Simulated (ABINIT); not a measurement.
The system is GaN.

```xyz
2
Lattice="0.0000 2.2535 2.2535 2.2535 0.0000 2.2535 2.2535 2.2535 0.0000" Properties=species:S:1:pos:R:3 pbc="T T T"
Ga    0.0000    0.0000    0.0000
N     1.1268    1.1268    1.1268
```

The cell is a database's computed one.

| Property | Result |
| --- | --- |
| Program | ABINIT 10.8.3 (patched build) |
| Task | relaxation of cell and atoms |
| Functional | LDA |
| Potentials or basis | PseudoDojo NC SR LDA v0.4.1 standard |
| Cutoff | 1143 eV |
| k mesh | 8 × 8 × 8 |
| Occupations | fermi-dirac, width 0.05 eV |
| Spin | no spin polarisation |

At the start: pressure -6.7 GPa; volume 11.44 Å³/atom.

Q: How do energy, volume and symmetry change on relaxing?

A: Over 4 steps the energy falls by 8.8 meV/atom and the volume is 11.04 Å³/atom (-3.5 %); space group F-43m (No. 216, to 0.05 Å).

Step by step:
```tsv
step	energy change (eV)	largest force (eV/Å)	pressure (GPa)	volume (Å³)
1	0.0000	0.0000	-6.75	22.89
2	-0.0144	0.0000	-3.00	22.42
3	-0.0176	0.0000	0.16	22.06
4	-0.0176	0.0000	0.00	22.08
```

Final structure:
```xyz
2
Lattice="0.0000 2.2266 2.2266 2.2266 0.0000 2.2266 2.2266 2.2266 0.0000" Properties=species:S:1:pos:R:3 pbc="T T T"
Ga    0.0000    0.0000    0.0000
N     1.1133    1.1133    1.1133
```
